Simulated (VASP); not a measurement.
Write the native input for VASP 6.6.1 that does the following.

```
Task                   : band structure
Functional             : PBEsol
Potentials or basis    : VASP PAW PBE potentials, release 64 (Hf_pv, O)
Cutoff                 : 520 eV
k mesh                 : 6 × 6 × 8
Occupations            : fermi-dirac, width 0.05 eV
Spin                   : no spin polarisation
Further INCAR settings : ALGO = Normal; EDIFF = 1e-07; NBANDS = 31
```

The system is HfO2.

```
CELL_PARAMETERS angstrom
4.81353 0.00000 0.00000
0.00000 4.81353 0.00000
0.00000 0.00000 3.20542
ATOMIC_POSITIONS crystal
Hf 0.50000 0.50000 0.50000
Hf 0.00000 0.00000 0.00000
O 0.80504 0.19496 0.50000
O 0.69496 0.69496 0.00000
O 0.30504 0.30504 0.00000
O 0.19496 0.80504 0.50000
```

Measurements of this composition are mostly on another form, of space group No. 14.

These files were run (other wordings do the same):

POSCAR

```
HfO2
1.0
    4.8135329900      0.0000000000      0.0000000000
    0.0000000000      4.8135329900      0.0000000000
    0.0000000000      0.0000000000      3.2054154100
Hf O
2 4
Direct
    0.5000000000      0.5000000000      0.5000000000
    0.0000000000      0.0000000000      0.0000000000
    0.8050448800      0.1949551200      0.5000000000
    0.6949551200      0.6949551200      0.0000000000
    0.3050448800      0.3050448800      0.0000000000
    0.1949551200      0.8050448800      0.5000000000
```

INCAR.step1

```
SYSTEM = HfO2
ALGO = Normal
EDIFF = 1E-7
ENCUT = 520
GGA = PS
ISIF = 2
ISMEAR = -1
LASPH = .TRUE.
LCHARG = .TRUE.
LMAXMIX = 4
LREAL = .FALSE.
LWAVE = .FALSE.
NBANDS = 31
NELM = 60
PREC = Accurate
SIGMA = 0.05
```

KPOINTS.step1

```
k-points
0
G
  6 6 8
  0 0 0
```

INCAR.step2

```
SYSTEM = HfO2
ALGO = Normal
EDIFF = 1E-7
ENCUT = 520
GGA = PS
ICHARG = 11
ISIF = 2
ISMEAR = 0
LASPH = .TRUE.
LCHARG = .FALSE.
LMAXMIX = 4
LREAL = .FALSE.
LWAVE = .FALSE.
NBANDS = 31
NELM = 60
PREC = Accurate
SIGMA = 0.05
```

KPOINTS.step2

```
path GXMGZRAZ,XR,MA
15
line-mode
reciprocal
 0.0000000000  0.0000000000  0.0000000000  G
 0.0000000000  0.5000000000  0.0000000000  X

 0.0000000000  0.5000000000  0.0000000000  X
 0.5000000000  0.5000000000  0.0000000000  M

 0.5000000000  0.5000000000  0.0000000000  M
 0.0000000000  0.0000000000  0.0000000000  G

 0.0000000000  0.0000000000  0.0000000000  G
 0.0000000000  0.0000000000  0.5000000000  Z

 0.0000000000  0.0000000000  0.5000000000  Z
 0.0000000000  0.5000000000  0.5000000000  R

 0.0000000000  0.5000000000  0.5000000000  R
 0.5000000000  0.5000000000  0.5000000000  A

 0.5000000000  0.5000000000  0.5000000000  A
 0.0000000000  0.0000000000  0.5000000000  Z

 0.0000000000  0.5000000000  0.0000000000  X
 0.0000000000  0.5000000000  0.5000000000  R

 0.5000000000  0.5000000000  0.0000000000  M
 0.5000000000  0.5000000000  0.5000000000  A
```

Potentials or basis: VASP PAW PBE potentials, release 64 (Hf_pv, O).

The run is started by

```console
$ cat potpaw_PBE.64/Hf_pv/POTCAR potpaw_PBE.64/O/POTCAR > POTCAR
$ cp INCAR.step1 INCAR
$ cp KPOINTS.step1 KPOINTS
$ mpirun -np 1 vasp_std > vasp.out
$ cp INCAR.step2 INCAR
$ cp KPOINTS.step2 KPOINTS
$ mpirun -np 1 vasp_std > vasp.out
```

Results of the run:

```json
{"Band gap on the k mesh": "3.87 eV, direct", "Band gap along the path": "3.87 eV, direct"}
```

Caveat: the log is that of the step along the path at fixed density, whose energy, stress, charges and moments have no meaning; spin-orbit coupling is left out, which moves the levels of the heavy elements.

Run time: 4 min on 1 thread of Intel(R) Xeon(R) Platinum 8488C (Sapphire Rapids), with other jobs on the host, peak memory 0.35 GiB.
